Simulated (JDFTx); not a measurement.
# ZnGeP2 (I-42d) in JDFTx: reference runs

Aim: a first look at ZnGeP2 with PBEsol, on the cell as given.

All numbers are computed with JDFTx 1.7.0 (patched build); they aren't measurements. Logs are shortened: lines on timing, memory, paths and dates and some standing lists are left out, and cuts for length are marked. The log counts tension as positive stress, the text compression.

### 1 Starting point

It takes space group I-42d (No. 122, tetragonal). The conventional cell has a = 5.460 Å, b = 5.460 Å, c = 10.760 Å, α = 90.00°, β = 90.00°, γ = 90.00°. Ge (site symmetry -4) is surrounded by 4 P at 2.31 Å. Around Zn (site symmetry -4) lie 4 P at 2.40 Å. P (site symmetry 2) has 2 Ge at 2.31 Å and 2 Zn at 2.40 Å as nearest neighbours.

### 2 Single point, PBEsol

ZnGeP2.in

```
lattice \
   -5.1589523202     5.1589523202     5.1589523202 \
    5.1589523202    -5.1589523202     5.1589523202 \
   10.1667265505    10.1667265505   -10.1667265505
coords-type Lattice
ion Ge     0.2500000000     0.7500000000     0.5000000000 1
ion Ge     0.5000000000     0.5000000000     0.0000000000 1
ion Zn     0.7500000000     0.2500000000     0.5000000000 1
ion Zn     0.0000000000     0.0000000000     0.0000000000 1
ion P      0.1390000000     0.6250000000     0.0140000000 1
ion P      0.8750000000     0.8610000000     0.4860000000 1
ion P      0.6110000000     0.1250000000     0.9860000000 1
ion P      0.3750000000     0.3890000000     0.5140000000 1

ion-species pseudo/Ge.upf
ion-species pseudo/Zn.upf
ion-species pseudo/P.upf
elec-cutoff 42 336
elec-ex-corr gga-PBEsol
kpoint-folding 7 7 7
elec-smearing Fermi 0.0018374661
elec-n-bands 55
electronic-SCF nIterations 100 energyDiffThreshold 1e-09
electronic-minimize nIterations 30 energyDiffThreshold 1e-7
converge-empty-states yes
forces-output-coords Cartesian

dump-name run.$VAR
dump End Ecomponents EigStats BandEigs Kpoints Forces Stress
```

Potentials or basis: PseudoDojo-SR-PBEsol-0.4.1-standard with smoothed tails.

Command:

```console
> jdftx -c 1 -i ZnGeP2.in -o ZnGeP2.out
```

The log of the run:

```text
*************** JDFTx 1.7.0 (patched build) ***************

Input parsed successfully to the following command list (including defaults):
[... the input with its defaults ...]

---------- Setting up symmetries ----------

Non-trivial transmission matrix:
[   1   0   0  ]
[   0   1   0  ]
[   1   1   1  ]
with reduced lattice vectors:
[      0.000000     10.317905      5.158952  ]
[     10.317905      0.000000      5.158952  ]
[      0.000000      0.000000    -10.166727  ]

Found 16 point-group symmetries of the bravais lattice
Found 8 space-group symmetries with basis
Applied RMS atom displacement 1.83818e-17 bohrs to make symmetries exact.

---------- Initializing the Grid ----------
R =
[     -5.15895      5.15895      5.15895  ]
[      5.15895     -5.15895      5.15895  ]
[      10.1667      10.1667     -10.1667  ]
unit cell volume = 1082.34
G =
[ 3.65626e-19   0.608959   0.309007  ]
[   0.608959 3.65626e-19   0.309007  ]
[   0.608959   0.608959 8.57918e-18  ]
Minimum fftbox size, Smin = [  104  104  104  ]
Chosen fftbox size, S = [  108  108  108  ]

---------- Initializing tighter grid for wavefunction operations ----------
R =
[     -5.15895      5.15895      5.15895  ]
[      5.15895     -5.15895      5.15895  ]
[      10.1667      10.1667     -10.1667  ]
unit cell volume = 1082.34
G =
[ 3.65626e-19   0.608959   0.309007  ]
[   0.608959 3.65626e-19   0.309007  ]
[   0.608959   0.608959 8.57918e-18  ]
Minimum fftbox size, Smin = [  76  76  76  ]
Chosen fftbox size, S = [  80  80  80  ]

---------- Exchange Correlation functional ----------
Initalized PBEsol GGA exchange.
Initalized PBEsol GGA correlation.

---------- Setting up pseudopotentials ----------
Width of ionic core gaussian charges (only for fluid interactions / plotting) set to 0

Reading pseudopotential file 'pseudo/Ge.upf':
  'Ge' pseudopotential, 'PBESOL' functional
  Generated using ONCVPSP code by D. R. Hamann
  14 valence electrons, 3 orbitals, 6 projectors, 1001 radial grid points, with lMax = 2
    3D    l: 2   occupation: 10.0   eigenvalue: -1.077211
    4S    l: 0   occupation:  2.0   eigenvalue: -0.431575
    4P    l: 1   occupation:  2.0   eigenvalue: -0.143216
  Core radius for overlap checks: 1.83 bohrs.

Reading pseudopotential file 'pseudo/Zn.upf':
  'Zn' pseudopotential, 'PBESOL' functional
  Generated using ONCVPSP code by D. R. Hamann
  20 valence electrons, 4 orbitals, 6 projectors, 1001 radial grid points, with lMax = 2
    3S    l: 0   occupation:  2.0   eigenvalue: -4.737836
    3P    l: 1   occupation:  6.0   eigenvalue: -3.059602
    3D    l: 2   occupation: 10.0   eigenvalue: -0.373698
    4S    l: 0   occupation:  2.0   eigenvalue: -0.220431
  Core radius for overlap checks: 1.79 bohrs.
[... 46 lines left out ...]
Will mix electronic density at each iteration.
	FillingsUpdate:  mu: +0.352244118  nElectrons: 88.000000
	FillingsUpdate:  mu: +0.328621303  nElectrons: 88.000000
SCF: Cycle:  0   F: -599.328975722902783   dF: -3.665e-01   |Residual|: 2.138e-01   |deigs|: 5.324e-02
	FillingsUpdate:  mu: +0.322603546  nElectrons: 88.000000
SCF: Cycle:  1   F: -599.371784718570325   dF: -4.281e-02   |Residual|: 1.052e-01   |deigs|: 1.804e-02
	FillingsUpdate:  mu: +0.320587243  nElectrons: 88.000000
SCF: Cycle:  2   F: -599.377391251582935   dF: -5.607e-03   |Residual|: 2.353e-02   |deigs|: 5.921e-03
	FillingsUpdate:  mu: +0.321212763  nElectrons: 88.000000
SCF: Cycle:  3   F: -599.377805845081639   dF: -4.146e-04   |Residual|: 7.508e-03   |deigs|: 1.298e-03
	FillingsUpdate:  mu: +0.321605615  nElectrons: 88.000000
SCF: Cycle:  4   F: -599.377845952611437   dF: -4.011e-05   |Residual|: 2.367e-03   |deigs|: 6.435e-04
	FillingsUpdate:  mu: +0.321632588  nElectrons: 88.000000
SCF: Cycle:  5   F: -599.377852488277881   dF: -6.536e-06   |Residual|: 7.770e-04   |deigs|: 2.271e-04
	FillingsUpdate:  mu: +0.321692414  nElectrons: 88.000000
SCF: Cycle:  6   F: -599.377854620397557   dF: -2.132e-06   |Residual|: 2.401e-04   |deigs|: 9.136e-05
	FillingsUpdate:  mu: +0.321686060  nElectrons: 88.000000
SCF: Cycle:  7   F: -599.377855474256990   dF: -8.539e-07   |Residual|: 1.025e-04   |deigs|: 4.674e-05
[... 7 lines left out ...]
SCF: Cycle: 11   F: -599.377856164258333   dF: -4.297e-08   |Residual|: 8.298e-06   |deigs|: 2.604e-05
	FillingsUpdate:  mu: +0.321685536  nElectrons: 88.000000
SCF: Cycle: 12   F: -599.377856185948076   dF: -2.169e-08   |Residual|: 6.888e-06   |deigs|: 2.336e-05
	FillingsUpdate:  mu: +0.321685514  nElectrons: 88.000000
SCF: Cycle: 13   F: -599.377856196709786   dF: -1.076e-08   |Residual|: 6.933e-06   |deigs|: 2.216e-05
	FillingsUpdate:  mu: +0.321685514  nElectrons: 88.000000
SCF: Cycle: 14   F: -599.377856202106159   dF: -5.396e-09   |Residual|: 8.038e-06   |deigs|: 1.942e-05
	FillingsUpdate:  mu: +0.321685520  nElectrons: 88.000000
SCF: Cycle: 15   F: -599.377856204836007   dF: -2.730e-09   |Residual|: 8.731e-06   |deigs|: 1.817e-05
	FillingsUpdate:  mu: +0.321685484  nElectrons: 88.000000
SCF: Cycle: 16   F: -599.377856206204569   dF: -1.369e-09   |Residual|: 9.875e-06   |deigs|: 1.686e-05
	FillingsUpdate:  mu: +0.321685480  nElectrons: 88.000000
SCF: Cycle: 17   F: -599.377856206748788   dF: -5.442e-10   |Residual|: 1.559e-05   |deigs|: 1.573e-05
	FillingsUpdate:  mu: +0.321685481  nElectrons: 88.000000
SCF: Cycle: 18   F: -599.377856207147261   dF: -3.985e-10   |Residual|: 1.488e-05   |deigs|: 2.139e-05
SCF: Converged (|Delta E|<1.000000e-09 for 2 iters).

Setting wave functions to eigenvectors of Hamiltonian
Converging empty states (this may take a while):
EmptyStates: None of the convergence criteria satisfied.
|deigs|: 2.655e-04

# Stress tensor in Cartesian coordinates [Eh/a0^3]:
[  2.62391e-05            0            0  ]
[            0  2.62391e-05            0  ]
[            0            0  4.01495e-05  ]

# Ionic positions in lattice coordinates:
ion Ge   0.250000000000000   0.750000000000000   0.500000000000000 1
ion Ge   0.500000000000000   0.500000000000000  -0.000000000000000 1
ion Zn   0.750000000000000   0.250000000000000   0.500000000000000 1
ion Zn   0.000000000000000   0.000000000000000  -0.000000000000000 1
ion P   0.139000000000000   0.625000000000000   0.014000000000000 1
ion P   0.875000000000000   0.861000000000000   0.486000000000000 1
ion P   0.611000000000000   0.125000000000000   0.986000000000000 1
ion P   0.375000000000000   0.389000000000000   0.514000000000000 1

# Forces in Cartesian coordinates:
force Ge   0.000000000000000   0.000000000000000   0.000000000000000 1
force Ge   0.000000000000000   0.000000000000000   0.000000000000000 1
force Zn   0.000000000000000   0.000000000000000   0.000000000000000 1
force Zn   0.000000000000000   0.000000000000000   0.000000000000000 1
force P   0.000000000000000  -0.014319186758876   0.000000000000000 1
force P   0.014319186758876   0.000000000000000   0.000000000000000 1
force P  -0.000000000000000   0.014319186758876   0.000000000000000 1
force P  -0.014319186758876  -0.000000000000000  -0.000000000000000 1

# Energy components:
   Eewald =     -311.6654637547068205
       EH =      248.0177900048082051
     Eloc =     -606.9126089886807449
      Enl =     -186.1680214828438977
      Exc =      -95.8382833608410607
 Exc_core =       24.6021670723604302
       KE =      328.5865643075803177
-------------------------------------
     Etot =     -599.3778562023235281
       TS =        0.0000000048236803
-------------------------------------
        F =     -599.3778562071472606

IonicMinimize: Iter:   0  F: -599.377856207147261  |grad|_K:  5.846e-03
IonicMinimize: None of the convergence criteria satisfied after 0 iterations.

#--- Lowdin population analysis ---
# oxidation-state Ge +0.289 +0.289
# oxidation-state Zn +1.219 +1.219
# oxidation-state P -0.584 -0.584 -0.584 -0.584

Dumping 'run.eigStats' ...
	eMin: -4.305223 at state 0 ( [ +0.000000 +0.000000 +0.000000 ] spin 0 )
	HOMO: +0.299612 at state 0 ( [ +0.000000 +0.000000 +0.000000 ] spin 0 )
	mu  : +0.321686
	LUMO: +0.345016 at state 39 ( [ +0.428571 -0.428571 +0.428571 ] spin 0 )
	eMax: +0.586542 at state 32 ( [ +0.285714 +0.285714 -0.285714 ] spin 0 )
	HOMO-LUMO gap: +0.045404
	Optical gap  : +0.051176 at state 0 ( [ +0.000000 +0.000000 +0.000000 ] spin 0 )
WARNING: the last solve of the electrons (or of bands or displaced states from it) ended unconverged.
Done!
[note: mu as printed may lie anywhere between the filled and the empty levels]
```

It took 28 min on 1 thread of Intel Xeon 6975P-C (Granite Rapids), shared host; peak memory 1.9 GiB.

Results:

| Item | Value |
| --- | --- |
| Free energy | -16309.9024 eV |
| Pressure | -0.9 GPa |
| Largest force | 0.736 eV/Å |
| Band gap on the k mesh | 1.24 eV, indirect (least direct gap 1.39 eV) |
| Loewdin charges | Ge +0.29; Zn +1.22; P -0.58 e |

Forces in eV/Å, atoms in the order of the input:
```
Ge   0.000  0.000  0.000
Ge   0.000  0.000  0.000
Zn   0.000  0.000  0.000
Zn   0.000  0.000  0.000
P    0.000 -0.736  0.000
P    0.736  0.000  0.000
P    0.000  0.736  0.000
P   -0.736  0.000  0.000
```

Stress tensor (GPa, compression positive):
```
-0.77  0.00  0.00
 0.00 -0.77  0.00
 0.00  0.00 -1.18
```

Levels at points of the mesh, in eV from the valence-band top:
| k point | band 41 | band 42 | band 43 | band 44 | band 45 | band 46 | band 47 | band 48 |
| --- | --- | --- | --- | --- | --- | --- | --- | --- |
| (0.00, 0.00, 0.00) | -2.40 | -0.06 | -0.06 | 0.00 | 1.39 | 1.41 | 1.74 | 3.17 |

Caveat: the atomic charges don't sum to the cell's charge; the empty levels aren't tightly converged; an odd mesh through Γ misses points on the zone boundary, where band edges often lie.
